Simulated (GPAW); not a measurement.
# CdS (Fm-3m) in GPAW: notebook

The runs below take CdS through relaxation of cell and atoms, with PBE.

Everything below comes from runs of GPAW 26.7.0. Logs are shortened: lines on timing, memory, paths and dates and some standing lists are left out, and cuts for length are marked. The log counts tension as positive stress, the text compression.

## Step 1: The structure

The structure is cubic, space group Fm-3m (No. 225). Conventional cell: a = 5.506 Å, b = 5.506 Å, c = 5.506 Å, α = 90.00°, β = 90.00°, γ = 90.00°. Around Cd (site symmetry m-3m) lie 6 S at 2.75 Å. S (site symmetry m-3m) is surrounded by 6 Cd at 2.75 Å.

Measurements of this composition are mostly on another form, of space group No. 186.

## Step 2: Relaxation of cell and atoms, PBE, target pressure 20 GPa, at which the enthalpy is minimised

File run.py:

```python
from ase.filters import FrechetCellFilter
from ase.io import read, write
from ase.optimize import BFGS
from ase.units import GPa
from gpaw import GPAW, PW

atoms = read('CdS.xyz')

calc = GPAW(mode=PW(600),
            xc='PBE',
            kpts={'size': (8, 8, 8), 'gamma': True},
            occupations={'name': 'fermi-dirac', 'width': 0.05},
            nbands=18,
            convergence={'density': 1e-05, 'forces': 0.0001},
            maxiter=150,
            txt='gpaw.txt')
atoms.calc = calc
opt = BFGS(FrechetCellFilter(atoms, scalar_pressure=20 * GPa), trajectory='relax.traj', logfile='-')
done = opt.run(fmax=0.02, steps=60)
calc.write('gs.gpw')
write('result.traj', atoms)
print('Converged:', done)
print('Cell:', atoms.cell.cellpar().round(4))
print('Volume:', round(atoms.get_volume(), 4))
print(atoms.get_scaled_positions().round(5))
```

File CdS.xyz:

```xyz
2
Lattice="0.0000000000 2.7532440000 2.7532440000 2.7532440000 0.0000000000 2.7532440000 2.7532440000 2.7532440000 0.0000000000" Properties=species:S:1:pos:R:3 pbc="T T T"
Cd     0.0000000000      0.0000000000      0.0000000000
S      2.7532440000      2.7532440000      2.7532440000
```

Potentials or basis: GPAW PAW data sets (gpaw-data 1.2.1), pw.

On the command line:

```sh
> OMP_NUM_THREADS=1 python run.py
```

gpaw.txt:

```text
__  _  _
 | _ |_)|_||  |
 |__||  | ||/\| - 26.7.0

Input parameters:
  mode=PW(ecut=600.0),
  convergence={'density': 1e-05, 'forces': 0.0001},
  kpts=MonkhorstPack(size=(8, 8, 8), gamma=True),
  maxiter=150,
  nbands=18,
  occupations=Occupations(name='fermi-dirac', width=0.05),
  xc=XC(name='PBE')

Diagonalizing LCAO Hamiltonian
Converting LCAO to pw mode

                S

       Cd

Atoms  # Å, Bohr magnetons
|   | symbol |        x |        y |        z |    initial magnetic moments |
|---|--------|----------|----------|----------|-----------------------------|
| 0 |     Cd | 0.000000 | 0.000000 | 0.000000 | ( 0.0000,  0.0000,  0.0000) |
| 1 |      S | 2.753244 | 2.753244 | 2.753244 | ( 0.0000,  0.0000,  0.0000) |

Unit cell  # Å
| periodic |        x |        y |        z |  lengths |    angles |
|----------|----------|----------|----------|----------|-----------|
|      yes | 0.000000 | 2.753244 | 2.753244 | 3.893675 | 60.000000 |
|      yes | 2.753244 | 0.000000 | 2.753244 | 3.893675 | 60.000000 |
|      yes | 2.753244 | 2.753244 | 0.000000 | 3.893675 | 60.000000 |

Number of symmetries: 48
Symmetry operations  # r_c * U_cc + t_c -> r_c
|    | kind |            matrix            |
|----|------|------------------------------|
|  0 |  σ   |  1, 0, 0,  1, 0,-1,  1,-1, 0 |
|  1 |  C2  |  1, 0, 0,  1,-1, 0,  1, 0,-1 |
|  2 |  E   |  1, 0, 0,  0, 1, 0,  0, 0, 1 |
|  3 |  σ   |  1, 0, 0,  0, 0, 1,  0, 1, 0 |
|  4 |  C4  |  1, 0,-1,  1, 0, 0,  1,-1, 0 |
|  5 |  S6  |  1, 0,-1,  1,-1, 0,  1, 0, 0 |
|  6 |  σ   |  1, 0,-1,  0, 1,-1,  0, 0,-1 |
|  7 |  C3  |  1, 0,-1,  0, 0,-1,  0, 1,-1 |
|  8 |  S6  |  1,-1, 0,  1, 0, 0,  1, 0,-1 |
|  9 |  C4  |  1,-1, 0,  1, 0,-1,  1, 0, 0 |
| 10 |  C3  |  1,-1, 0,  0,-1, 1,  0,-1, 0 |
| 11 |  σ   |  1,-1, 0,  0,-1, 0,  0,-1, 1 |
| 12 |  σ   |  0, 1, 0,  1, 0, 0,  0, 0, 1 |
| 13 |  C4  |  0, 1, 0,  0, 1,-1, -1, 1, 0 |
[... 222 lines left out ...]
Gap: 0.242 eV
Transition (v -> c):
  (s=0, k=28, n=8, [0.50, 0.50, 0.50]) -> (s=0, k=24, n=9, [0.50, 0.50, 0.00])
Direct/indirect transitions are different
Direct gap: 1.554 eV
Transition at: (s=0, k=0, n=8, [0.00, 0.00, 0.00])

Stress tensor  # eV/Ang^3
|        x |         y |         z |
|----------|-----------|-----------|
| 0.004383 |  0.000000 |  0.000000 |
| 0.000000 |  0.004383 | -0.000000 |
| 0.000000 | -0.000000 |  0.004383 |

Forces  # eV/Ang
|       x |        y |        z |
|---------|----------|----------|
| 0.00000 | -0.00000 | -0.00000 |  # Cd   0
| 0.00000 |  0.00000 | -0.00000 |  # S    1

Interpolating wave functions to new cell

               S

       Cd

Atoms  # Å, Bohr magnetons
|   | symbol |        x |         y |         z |    initial magnetic moments |
|---|--------|----------|-----------|-----------|-----------------------------|
| 0 |     Cd | 0.000000 | -0.000000 | -0.000000 | ( 0.0000,  0.0000,  0.0000) |
| 1 |      S | 2.700717 |  2.700717 |  2.700717 | ( 0.0000,  0.0000,  0.0000) |

Unit cell  # Å
| periodic |        x |        y |        z |  lengths |    angles |
|----------|----------|----------|----------|----------|-----------|
|      yes | 0.000000 | 2.700717 | 2.700717 | 3.819391 | 60.000000 |
|      yes | 2.700717 | 0.000000 | 2.700717 | 3.819391 | 60.000000 |
|      yes | 2.700717 | 2.700717 | 0.000000 | 3.819391 | 60.000000 |

Number of symmetries: 48
Symmetry operations  # r_c * U_cc + t_c -> r_c
|    | kind |            matrix            |
|----|------|------------------------------|
|  0 |  σ   |  1, 0, 0,  1, 0,-1,  1,-1, 0 |
|  1 |  C2  |  1, 0, 0,  1,-1, 0,  1, 0,-1 |
|  2 |  E   |  1, 0, 0,  0, 1, 0,  0, 0, 1 |
|  3 |  σ   |  1, 0, 0,  0, 0, 1,  0, 1, 0 |
|  4 |  C4  |  1, 0,-1,  1, 0, 0,  1,-1, 0 |
|  5 |  S6  |  1, 0,-1,  1,-1, 0,  1, 0, 0 |
|  6 |  σ   |  1, 0,-1,  0, 1,-1,  0, 0,-1 |
|  7 |  C3  |  1, 0,-1,  0, 0,-1,  0, 1,-1 |
|  8 |  S6  |  1,-1, 0,  1, 0, 0,  1, 0,-1 |
|  9 |  C4  |  1,-1, 0,  1, 0,-1,  1, 0, 0 |
| 10 |  C3  |  1,-1, 0,  0,-1, 1,  0,-1, 0 |
| 11 |  σ   |  1,-1, 0,  0,-1, 0,  0,-1, 1 |
| 12 |  σ   |  0, 1, 0,  1, 0, 0,  0, 0, 1 |
| 13 |  C4  |  0, 1, 0,  0, 1,-1, -1, 1, 0 |
[... 229 lines left out ...]
Stress tensor  # eV/Ang^3
|         x |         y |         z |
|-----------|-----------|-----------|
| -0.024332 | -0.000000 | -0.000000 |
| -0.000000 | -0.024332 | -0.000000 |
| -0.000000 | -0.000000 | -0.024332 |

Forces  # eV/Ang
|       x |       y |       z |
|---------|---------|---------|
| 0.00000 | 0.00000 | 0.00000 |  # Cd   0
| 0.00000 | 0.00000 | 0.00000 |  # S    1

Interpolating wave functions to new cell

               S

       Cd

Atoms  # Å, Bohr magnetons
|   | symbol |        x |         y |        z |    initial magnetic moments |
|---|--------|----------|-----------|----------|-----------------------------|
| 0 |     Cd | 0.000000 | -0.000000 | 0.000000 | ( 0.0000,  0.0000,  0.0000) |
| 1 |      S | 2.560844 |  2.560844 | 2.560844 | ( 0.0000,  0.0000,  0.0000) |

Unit cell  # Å
| periodic |        x |        y |         z |  lengths |    angles |
|----------|----------|----------|-----------|----------|-----------|
|      yes | 0.000000 | 2.560844 |  2.560844 | 3.621580 | 60.000000 |
|      yes | 2.560844 | 0.000000 |  2.560844 | 3.621580 | 60.000000 |
|      yes | 2.560844 | 2.560844 | -0.000000 | 3.621580 | 60.000000 |

Number of symmetries: 48
Symmetry operations  # r_c * U_cc + t_c -> r_c
|    | kind |            matrix            |
|----|------|------------------------------|
|  0 |  σ   |  1, 0, 0,  1, 0,-1,  1,-1, 0 |
|  1 |  C2  |  1, 0, 0,  1,-1, 0,  1, 0,-1 |
|  2 |  E   |  1, 0, 0,  0, 1, 0,  0, 0, 1 |
|  3 |  σ   |  1, 0, 0,  0, 0, 1,  0, 1, 0 |
|  4 |  C4  |  1, 0,-1,  1, 0, 0,  1,-1, 0 |
|  5 |  S6  |  1, 0,-1,  1,-1, 0,  1, 0, 0 |
|  6 |  σ   |  1, 0,-1,  0, 1,-1,  0, 0,-1 |
|  7 |  C3  |  1, 0,-1,  0, 0,-1,  0, 1,-1 |
|  8 |  S6  |  1,-1, 0,  1, 0, 0,  1, 0,-1 |
|  9 |  C4  |  1,-1, 0,  1, 0,-1,  1, 0, 0 |
| 10 |  C3  |  1,-1, 0,  0,-1, 1,  0,-1, 0 |
| 11 |  σ   |  1,-1, 0,  0,-1, 0,  0,-1, 1 |
| 12 |  σ   |  0, 1, 0,  1, 0, 0,  0, 0, 1 |
| 13 |  C4  |  0, 1, 0,  0, 1,-1, -1, 1, 0 |
[... 248 lines left out ...]
Atoms  # Å, Bohr magnetons
|   | symbol |        x |         y |        z |    initial magnetic moments |
|---|--------|----------|-----------|----------|-----------------------------|
| 0 |     Cd | 0.000000 | -0.000000 | 0.000000 | ( 0.0000,  0.0000,  0.0000) |
| 1 |      S | 2.587517 |  2.587517 | 2.587517 | ( 0.0000,  0.0000,  0.0000) |

Unit cell  # Å
| periodic |         x |         y |         z |  lengths |    angles |
|----------|-----------|-----------|-----------|----------|-----------|
|      yes | -0.000000 |  2.587517 |  2.587517 | 3.659302 | 60.000000 |
|      yes |  2.587517 | -0.000000 |  2.587517 | 3.659302 | 60.000000 |
|      yes |  2.587517 |  2.587517 | -0.000000 | 3.659302 | 60.000000 |

Number of symmetries: 48
Symmetry operations  # r_c * U_cc + t_c -> r_c
|    | kind |            matrix            |
|----|------|------------------------------|
|  0 |  σ   |  1, 0, 0,  1, 0,-1,  1,-1, 0 |
|  1 |  C2  |  1, 0, 0,  1,-1, 0,  1, 0,-1 |
|  2 |  E   |  1, 0, 0,  0, 1, 0,  0, 0, 1 |
|  3 |  σ   |  1, 0, 0,  0, 0, 1,  0, 1, 0 |
|  4 |  C4  |  1, 0,-1,  1, 0, 0,  1,-1, 0 |
|  5 |  S6  |  1, 0,-1,  1,-1, 0,  1, 0, 0 |
|  6 |  σ   |  1, 0,-1,  0, 1,-1,  0, 0,-1 |
|  7 |  C3  |  1, 0,-1,  0, 0,-1,  0, 1,-1 |
|  8 |  S6  |  1,-1, 0,  1, 0, 0,  1, 0,-1 |
|  9 |  C4  |  1,-1, 0,  1, 0,-1,  1, 0, 0 |
| 10 |  C3  |  1,-1, 0,  0,-1, 1,  0,-1, 0 |
| 11 |  σ   |  1,-1, 0,  0,-1, 0,  0,-1, 1 |
| 12 |  σ   |  0, 1, 0,  1, 0, 0,  0, 0, 1 |
| 13 |  C4  |  0, 1, 0,  0, 1,-1, -1, 1, 0 |
[... 248 lines left out ...]
Atoms  # Å, Bohr magnetons
|   | symbol |        x |         y |        z |    initial magnetic moments |
|---|--------|----------|-----------|----------|-----------------------------|
| 0 |     Cd | 0.000000 | -0.000000 | 0.000000 | ( 0.0000,  0.0000,  0.0000) |
| 1 |      S | 2.584424 |  2.584424 | 2.584424 | ( 0.0000,  0.0000,  0.0000) |

Unit cell  # Å
| periodic |        x |         y |         z |  lengths |    angles |
|----------|----------|-----------|-----------|----------|-----------|
|      yes | 0.000000 |  2.584424 |  2.584424 | 3.654928 | 60.000000 |
|      yes | 2.584424 | -0.000000 |  2.584424 | 3.654928 | 60.000000 |
|      yes | 2.584424 |  2.584424 | -0.000000 | 3.654928 | 60.000000 |

Number of symmetries: 48
Symmetry operations  # r_c * U_cc + t_c -> r_c
|    | kind |            matrix            |
|----|------|------------------------------|
|  0 |  σ   |  1, 0, 0,  1, 0,-1,  1,-1, 0 |
|  1 |  C2  |  1, 0, 0,  1,-1, 0,  1, 0,-1 |
|  2 |  E   |  1, 0, 0,  0, 1, 0,  0, 0, 1 |
|  3 |  σ   |  1, 0, 0,  0, 0, 1,  0, 1, 0 |
|  4 |  C4  |  1, 0,-1,  1, 0, 0,  1,-1, 0 |
|  5 |  S6  |  1, 0,-1,  1,-1, 0,  1, 0, 0 |
|  6 |  σ   |  1, 0,-1,  0, 1,-1,  0, 0,-1 |
|  7 |  C3  |  1, 0,-1,  0, 0,-1,  0, 1,-1 |
|  8 |  S6  |  1,-1, 0,  1, 0, 0,  1, 0,-1 |
|  9 |  C4  |  1,-1, 0,  1, 0,-1,  1, 0, 0 |
| 10 |  C3  |  1,-1, 0,  0,-1, 1,  0,-1, 0 |
| 11 |  σ   |  1,-1, 0,  0,-1, 0,  0,-1, 1 |
| 12 |  σ   |  0, 1, 0,  1, 0, 0,  0, 0, 1 |
| 13 |  C4  |  0, 1, 0,  0, 1,-1, -1, 1, 0 |
[... 227 lines left out ...]
Stress tensor  # eV/Ang^3
|         x |         y |         z |
|-----------|-----------|-----------|
| -0.124732 | -0.000000 | -0.000000 |
| -0.000000 | -0.124732 |  0.000000 |
| -0.000000 |  0.000000 | -0.124732 |

Forces  # eV/Ang
|        x |        y |       z |
|----------|----------|---------|
| -0.00000 | -0.00000 | 0.00000 |  # Cd   0
| -0.00000 | -0.00000 | 0.00000 |  # S    1

# Writing to gs.gpw (mode='')
```

Wall time 75 s (1 thread of Arm Neoverse V1, shared host); peak memory 0.2 GiB.

Results:

- Free energy: -5.7074 eV
- Relaxed volume: 17.26 Å³/atom
- Relaxed cell: a = 3.655 Å, b = 3.655 Å, c = 3.655 Å, α = 60.00°, β = 60.00°, γ = 60.00°
- Space group after relaxing (to 0.05 Å): Fm-3m (No. 225)
- Energy change on relaxing (the enthalpy is what falls): +179.8 meV/atom
- Ionic steps: 5
- Pressure after relaxing: 20.0 GPa
- Band gap on the k mesh: 0.16 eV, indirect (least direct gap 2.99 eV)

The path:
```
step  energy change (eV)  largest force (eV/Å)  pressure (GPa)  volume (Å³)
   1              0.0000                0.0000           -0.70        41.74
   2              0.0223                0.0000            3.90        39.40
   3              0.4900                0.0000           24.57        33.59
   4              0.3443                0.0000           19.42        34.65
   5              0.3596                0.0000           19.98        34.52
```

Final structure:
```
Cd S
1.0
     0.00000    2.58442    2.58442
     2.58442    0.00000    2.58442
     2.58442    2.58442    0.00000
Cd S
1 1
Direct
  0.00000 0.00000 0.00000
  0.50000 0.50000 0.50000
```

Caveat: later steps reuse the first step's grids; the volume moved by over 15 % at a fixed basis, so the end points are rough.

## Step 3: Relaxation of cell and atoms, PBE, target pressure 30 GPa, at which the enthalpy is minimised

run.py, as its differences from that of step 2:

```diff
@@ -17,3 +17,3 @@
 atoms.calc = calc
-opt = BFGS(FrechetCellFilter(atoms, scalar_pressure=20 * GPa), trajectory='relax.traj', logfile='-')
+opt = BFGS(FrechetCellFilter(atoms, scalar_pressure=30 * GPa), trajectory='relax.traj', logfile='-')
 done = opt.run(fmax=0.02, steps=60)
```

CdS.xyz is that of step 2.

Potentials or basis: GPAW PAW data sets (gpaw-data 1.2.1), pw.

On the command line:

```sh
> OMP_NUM_THREADS=1 python run.py
```

Run time: 69 s. Hardware: 1 thread of Arm Neoverse V1, shared host; peak memory 0.19 GiB.

The run converged. Its results:

```
Free energy                                            : -5.4141 eV
Relaxed volume                                         : 16.31 Å³/atom
Relaxed cell                                           : a = 3.587 Å, b = 3.587 Å, c = 3.587 Å, α = 60.00°, β = 60.00°, γ = 60.00°
Space group after relaxing (to 0.05 Å)                 : Fm-3m (No. 225)
Energy change on relaxing (the enthalpy is what falls) : +326.5 meV/atom
Ionic steps                                            : 5
Pressure after relaxing                                : 30.0 GPa
Band gap on the k mesh                                 : 0.11 eV, indirect (least direct gap 3.05 eV)
```

Step by step:
```csv
step,energy change (eV),largest force (eV/Å),pressure (GPa),volume (Å³)
1,0.0000,0.0000,-0.70,41.74
2,0.0580,0.0000,6.59,38.31
3,0.9201,0.0000,38.29,31.37
4,0.6190,0.0000,28.86,32.81
5,0.6531,0.0000,29.96,32.63
```

Final structure:
```xyz
2
Lattice="0.0000 2.5363 2.5363 2.5363 0.0000 2.5363 2.5363 2.5363 0.0000" Properties=species:S:1:pos:R:3 pbc="T T T"
Cd    0.0000    0.0000    0.0000
S     2.5363    2.5363    2.5363
```

Levels at points of the mesh, in eV from the valence-band top:
| k point | band 5 | band 6 | band 7 | band 8 | band 9 | band 10 | band 11 | band 12 | band 13 | band 14 |
| --- | --- | --- | --- | --- | --- | --- | --- | --- | --- | --- |
| (0.00, 0.00, 0.00) | -8.37 | -8.37 | -1.46 | -1.46 | -1.46 | 2.04 | 9.08 | 9.08 | 9.08 | 10.77 |
| (0.50, 0.50, 0.00) | -7.85 | -6.60 | -6.09 | -3.33 | -3.33 | 0.11 | 5.58 | 11.26 | 12.93 | 12.93 |
| (0.50, 0.50, 0.50) | -7.98 | -7.98 | -5.96 | 0.00 | 0.00 | 3.05 | 5.46 | 5.46 | 8.88 | 12.74 |

Caveat: later steps reuse the first step's grids; the volume moved by over 15 % at a fixed basis, so the end points are rough. A k mesh can miss the band edges.
